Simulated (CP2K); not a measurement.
Pt:

```xyz
1
Lattice="2.7731 0.0000 0.0000 1.3866 2.4016 0.0000 1.3866 0.8005 2.2643" Properties=species:S:1:pos:R:3 pbc="T T T"
Pt    0.0000    0.0000    0.0000
```

Base run:

| Item | Value |
| --- | --- |
| Program | CP2K 2026.2 |
| Functional | r2SCAN |
| Dispersion | D3(BJ) |
| Potentials or basis | POTENTIAL_UZH Pt GTH-SCAN-q18; TZVP-MOLOPT-SCAN-GTH basis |
| Density cutoff | 9184 eV |
| k mesh | 12 × 12 × 12 |
| Occupations | fermi-dirac, width 0.05 eV |
| Spin | no spin polarisation |

Its results: band gap on the k mesh none (metal or under the smearing width); pressure 3.9 GPa.

Task: After a change of settings the same cell gave: band gap on the k mesh none (metal or under the smearing width); pressure 7.8 GPa. Which change was it?
A. dispersion from D3(BJ) to rVV10
B. dispersion from D3(BJ) to none
C. dispersion from D3(BJ) to D4

Result: B.

Dispersion adds attraction, which lowers the pressure at fixed volume and, as a term added to the energy, leaves the levels alone.

Caveats: the basis of atomic orbitals isn't converged, which shifts pressures, moduli and gaps; pairwise dispersion overbinds metals, which lowers pressure and volume (some runs).

Not every run made on this cell is shown here.
